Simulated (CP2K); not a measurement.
SnO:

```
Sn O
1.0
     3.13193    0.00000    0.00000
     0.00000    3.13193    0.00000
     0.00000    0.00000    3.13193
Sn O
1 1
Direct
  0.00000 0.00000 0.00000
  0.50000 0.50000 0.50000
```

The cell was built by a generator and needn't be a form met in nature.

* Program: CP2K 2026.2
* Task: single point
* Functional: PBE
* Potentials or basis: POTENTIAL_UZH Sn GTH-PBE-q4, O GTH-PBE-q6; TZVP-MOLOPT-PBE-GTH basis
* Density cutoff: 8163 eV
* k mesh: 9 × 9 × 9
* Occupations: fermi-dirac, width 0.05 eV
* Spin: no spin polarisation

On this cell: pressure 2.2 GPa; largest force zero by symmetry; band gap on the k mesh 0.48 eV, indirect (least direct gap 0.92 eV).

The same run follows on a disturbed copy (atoms moved at random, drawn with an rms of 0.05 Å):

```
CELL_PARAMETERS angstrom
3.13193 0.00000 0.00000
0.00000 3.13193 0.00000
0.00000 0.00000 3.13193
ATOMIC_POSITIONS crystal
Sn 0.01028 0.99187 0.99583
O 0.49555 0.51364 0.50290
```

Task: What does the disturbed cell give?

Result: The energy moves by -4.8 meV/atom; pressure 2.3 GPa; largest force 0.267 eV/Å; band gap on the k mesh 0.48 eV, indirect (least direct gap 0.92 eV).

Forces on the atoms (eV/Å):
```
Sn   0.140 -0.206 -0.067
O   -0.089  0.250  0.027
```

The energy falls, though the first cell shows no forces: that form is unstable against this distortion, unless noise or another electronic state is at work.

Caveats: spin-orbit coupling is left out, which moves the levels of the heavy elements; an odd mesh through Γ misses points on the zone boundary, where band edges often lie; the basis of atomic orbitals isn't converged, which shifts pressures, moduli and gaps.
